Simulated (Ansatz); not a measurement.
## Stationary points along a deformation path in LiF

These are results of DFT r2SCAN, scalar-relativistic, plane waves, PAW in Ansatz, not measurements. Cutoff 500 eV, Γ-centred 12×12×12 k-points, Gaussian smearing of 0.05 eV. No spin polarisation. Energies are free energies at this smearing, counted from the undisturbed cell; pressure is positive in compression.

The undisturbed cell (as given, not relaxed at this level; it stands at -2.1 GPa):

```xyz
2
Lattice="0.0000 2.0140 2.0140 2.0140 0.0000 2.0140 2.0140 2.0140 0.0000" Properties=species:S:1:pos:R:3 pbc="T T T"
Li    0.0000    0.0000    0.0000
F     2.0140    2.0140    2.0140
```

At fixed volume and fractional coordinates, lengths along (0.577, 0.577, 0.577) are scaled against those across it; ρ is that ratio over its starting value. V = 8.169 Å³/atom. Δσ is the stress along the axis less the mean stress across it (compression positive).

| ρ | ΔE (meV/atom) | Δσ (GPa) | space group |
| --- | --- | --- | --- |
| 0.500 | 310.3 | 0.00 | Pm-3m |
| 0.600 | 269.7 | 13.29 | R-3m |
| 0.710 | 168.0 | 20.67 | R-3m |
| 0.850 | 48.8 | 15.94 | R-3m |
| 0.930 | 10.8 | 8.40 | R-3m |
| 1.000 | 0.0 | 0.00 | Fm-3m |
| 1.080 | 14.0 | -11.07 | R-3m |
| 1.200 | 86.0 | -29.80 | R-3m |
| 1.410 | 346.0 | -66.80 | R-3m |
| 1.700 | 941.7 | -122.88 | R-3m |
| 2.000 | 1777.4 | -180.40 | R-3m |

Question: How does the stress give the slope of the energy, and where is the energy stationary?

Answer: Along the path d ln(length) is 2/3 d ln ρ on the axis and −1/3 d ln ρ across it, so dE/d ln ρ = −(2/3) V Δσ: the energy falls with ρ where Δσ is positive. Δσ vanishes or changes sign at ρ = 0.500 (Pm-3m, an end of the scan), at 310.3 meV/atom; at ρ = 1.000 (Fm-3m), a minimum at 0.0 meV/atom. Pairs of stationary points between two samples would go unseen, and could change a minimum read from distant neighbours into a maximum. At ρ = 0.500, 1.000 the cell is cubic, where symmetry alone makes the stress isotropic and the slope zero.

Question: Which shear constant sets the curvature at ρ = 1?

Answer: For a cubic crystal E/V = (2/3) C (ln ρ)² with C = C44, so Δσ = −2C ln ρ. The parabola of Δσ against ln ρ through ρ = 0.930, 1 and 1.080 gives C ≈ 65 GPa with the ions clamped, rough because the steps are large. It is the stress–strain coefficient at this cell's pressure of -2.1 GPa, not the zero-pressure constant.